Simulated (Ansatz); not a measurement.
Ga, DFT, PBE, PAW with Ansatz's default frozen-core files, scalar-relativistic (Ansatz 0.2.0), run on 1 thread of Intel(R) Xeon(R) Platinum 8488C (Sapphire Rapids) on a shared host.

The cell is COD entry 9012723, as deposited and not checked against the literature; nothing was relaxed. The listed cell was then made from it by scaling, straining or moving an atom.

Command: `ansatz run input.yaml --threads 1 --pin off --max-ram 3072MiB --backend cpu --events-out ev --progress --plain --runs-dir out`

```yaml
crystal:
  lattice:
    - [-1.44033, 1.39575, 2.229]
    - [1.39575, -1.44033, 2.229]
    - [1.41225, 1.41225, -2.25708]
  atoms:
    - { symbol: Ga, position: [0.0, 0.0, 0.0] }
kpoints:
  mp_grid: { grid: [14, 14, 16] }
scf:
  occupations: { method: fermi_dirac, width: 0.05 }
hamiltonian:
  xc: pbe
  pseudopotentials: { kind: paw }
output:
  forces: true
  stress: true
  eigenvalues: true
  efg: { contact_densities: true }
  write_density: true
  write_potential: true
  elf: true
  volumetric_format: npy
```

(1) How large is the problem that the program sets up?

(2) Estimate the wall time and the peak memory.

(3) And the same cell and mesh by all-electron PAW (datasets made for this crystal), asked for forces, stress, eigenvalues, efg, on the same hardware?

Answers

(1) 849 irreducible k-points, 341 plane waves at Γ, 11 bands.

(2) 9.6 s of wall time for 6 SCF iterations, with a peak of 0.51 GiB. Times on shared machines scatter by tens of per cent.

(3) 42 s, peak memory 0.65 GiB.
